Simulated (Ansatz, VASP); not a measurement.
## In in VASP and in Ansatz

```xyz
1
Lattice="-1.6255 1.6255 2.4737 1.6255 -1.6255 2.4737 1.6255 1.6255 -2.4737" Properties=species:S:1:pos:R:3 pbc="T T T"
In    0.0000    0.0000    0.0000
```

Alike in both runs: task relaxation of cell and atoms; functional PBEsol; k mesh 18 × 18 × 18; occupations gaussian, width 0.1 eV; no spin polarisation.

```csv
,VASP,Ansatz
version,VASP 6.6.1,Ansatz 0.2.0
potentials or method,"VASP PAW PBE potentials, release 64 (In_d)","scalar-relativistic, plane waves, PAW"
plane-wave cutoff (eV),600,420
valence electrons in the cell,13,13
```

VASP gave:

- gap on the k mesh at the Fermi level, each at its own relaxed structure (eV): none
- relaxed volume (Å³/atom): 25.52
- relaxed cell length with the largest relative difference (Å): 3.370
- energy change over the relaxation (meV/atom): -3

Problem. Which values does Ansatz return?

Solution. gap on the k mesh at the Fermi level, each at its own relaxed structure (eV): none; relaxed volume (Å³/atom): 25.50; relaxed cell length with the largest relative difference (Å): 3.369; energy change over the relaxation (meV/atom): -3.

A gap of «none» marks a metal or a gap that the smearing closes.

Caveats: the PAW data sets were made with another functional, which shifts forces and pressure a little (VASP).
